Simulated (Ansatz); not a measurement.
N, a database entry at a rescaled volume

```yaml
crystal:
  lattice:
    - [3.54532, 0.00000, 0.00000]
    - [0.00000, 4.75479, 0.00000]
    - [0.00000, 0.00000, 7.88261]
  atoms:
    - { symbol: N, position: [0.63480, 0.02050, 0.25000] }
    - { symbol: N, position: [0.36520, 0.97950, 0.75000] }
    - { symbol: N, position: [0.13480, 0.47950, 0.75000] }
    - { symbol: N, position: [0.86520, 0.52050, 0.25000] }
```

The numbers come from plane-wave PAW DFT (Ansatz): PBE, no spin polarisation, 420 eV, 7×6×4 Γ-centred k points, methfessel-paxton occupations (width 0.1152 eV). Nothing was relaxed.

(1) Where is the largest force?

(2) What does the stress say?

(3) What happens at the Fermi level?

(4) Describe some of the short contacts.

Origin: a database entry at a rescaled volume. Caveats: many states at the Fermi level without spin polarisation, so a magnetic state may lie lower; atoms or cell far from equilibrium.

Answers

(1) The largest is on N1 (and as large on other atoms): 0.83 eV/Å, components (0.83, 0.00, 0.00). It makes 71° with the line to a nearest neighbour, N4 at 2.51 Å.

(2) The pressure is -10.6 GPa (compression positive), so with the atoms held at these fractions the cell would first shrink; the forces are large, so a full relaxation may end otherwise. The principal stresses -25.8, -5.1, -0.8 GPa differ, so its shape would change too.

(3) It is a metal, with about 12 states/eV a cell as the mean within 0.25 eV of the Fermi level, mostly N p (100 %).

(4) N–N at 2.51 Å: least valence density 0.19 e/Å³ and ELF 0.25 there. These are pseudo-fields; inside the PAW spheres they differ from the all-electron ones.
